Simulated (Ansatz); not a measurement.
I need cell relaxations under several functionals of ZrN, space group Fm-3m. Use Ansatz's Python interface. Use (first run): r2SCAN, PAW, cutoff 470 eV, 9×9×9 k-points, Methfessel-Paxton smearing of 0.1 eV, D4 dispersion.

```cif
data_structure
_symmetry_space_group_name_H-M 'P 1'
_symmetry_Int_Tables_number 1
_cell_length_a 3.2527
_cell_length_b 3.2527
_cell_length_c 3.2527
_cell_angle_alpha 60.000
_cell_angle_beta 60.000
_cell_angle_gamma 60.000
_cell_volume 24.33
loop_
_atom_site_label
_atom_site_type_symbol
_atom_site_fract_x
_atom_site_fract_y
_atom_site_fract_z
_atom_site_occupancy
Zr1 Zr 0.50000 0.50000 0.50000 1
N1 N 0.00000 0.00000 0.00000 1
```

`zrn.py`:
```python
import warnings

import ansatz as az
from ase import Atoms
import numpy as np

KSPACING = 0.29
CUTOFF_EV = 470
FILLING = 'methfessel_paxton'

def edges_and_angles(cell):
    cell = np.asarray(cell)
    a, b, c = np.linalg.norm(cell, axis=1)
    cosines = cell[1] @ cell[2] / (b * c), cell[0] @ cell[2] / (a * c), cell[0] @ cell[1] / (a * b)
    return (a, b, c, *np.degrees(np.arccos(cosines)))

warnings.simplefilter('ignore', az.DeckWarning)

atoms = Atoms(
    ['Zr', 'N'],
    scaled_positions=[
        (0.5, 0.5, 0.5),
        (0.0, 0.0, 0.0),
    ],
    cell=[
        (0.0, 2.3, 2.3),
        (2.3, 0.0, 2.3),
        (2.3, 2.3, 0.0),
    ],
    pbc=True,
)
crystal = az.Crystal.from_ase(atoms)

setup = (
    crystal.calculation()
    .kpoints(spacing=KSPACING)
    .basis(CUTOFF_EV)
    .initial_density(normalization='atom')
    .mixing('broyden', preconditioner='kerker_dos')
    .occupations(FILLING)
    .relax(cell=True, density_extrapolation='transplant')
)

levels = [('r2scan', 'd4'), ('pbe', 'none'), ('pbe', 'd3bj'), ('rpbe', 'none')]
print('level            a       b       c    alpha   beta  gamma  V/atom  steps')
for name, dispersion in levels:
    seen = []
    run = setup.functional(name, dispersion=dispersion).session().plan()
    out = run.execute(on_event=lambda e: seen.append(e) if e['event'] == 'relax_step' else None)
    cell = out.lattice.cell_ang
    label = name if dispersion == 'none' else f'{name}+{dispersion}'
    print('{:13s} {:7.4f} {:7.4f} {:7.4f} {:6.2f} {:6.2f} {:6.2f}'.format(label, *edges_and_angles(cell)), f'{abs(np.linalg.det(cell)) / len(out.lattice.sites):7.3f} {len(seen):5d}')
```

Output of `python zrn.py`:
```text
level            a       b       c    alpha   beta  gamma  V/atom  steps
r2scan+d4      3.2360  3.2360  3.2360  60.00  60.00  60.00  11.981     5
pbe            3.2489  3.2489  3.2489  60.00  60.00  60.00  12.125     4
pbe+d3bj       3.2237  3.2237  3.2237  60.00  60.00  60.00  11.845     5
rpbe           3.2659  3.2659  3.2659  60.00  60.00  60.00  12.316     4
```

From smallest to largest: PBE+D3BJ (11.84 Å³ an atom, -2.6 % against the start), r2SCAN+D4 (11.98 Å³ an atom, -1.5 % against the start), PBE (12.13 Å³ an atom, -0.3 % against the start) and RPBE (12.32 Å³ an atom, +1.2 % against the start). The spread is 4.0 % in volume.

Reading the output:
- These settings explore the input space; cutoff and mesh may be short of convergence.
- The cutoff lies under the one recommended for these potentials in some of the runs.
- No spin polarisation was allowed.
- Forces vanish by symmetry, so the ions can't move, and the end may be a saddle.
- Dispersion corrections can be off by several per cent in the lattices of metals, and by several GPa in the pressure at a fixed cell.
- The mesh is modest for a metal, so energies can be off by several to tens of meV an atom and pressures by half a GPa or more; differences at equal mesh fare better.
- Edges and angles are those of the cell as typed, here a primitive one, not of the conventional cell.
- Of the deposited cell: the entry's cell lengths or inner coordinates differ somewhat from later room-temperature determinations.
- The starting cell is as deposited in a crystallographic database; the results hold for this polymorph, which needn't be the stable one.
- The script silences the warnings on its input, which a real study should read.
- Hardware and time: 25 s on 1 thread of Intel(R) Xeon(R) Processor @ 2.30GHz, with other jobs on the host, peak memory 0.53 GiB.
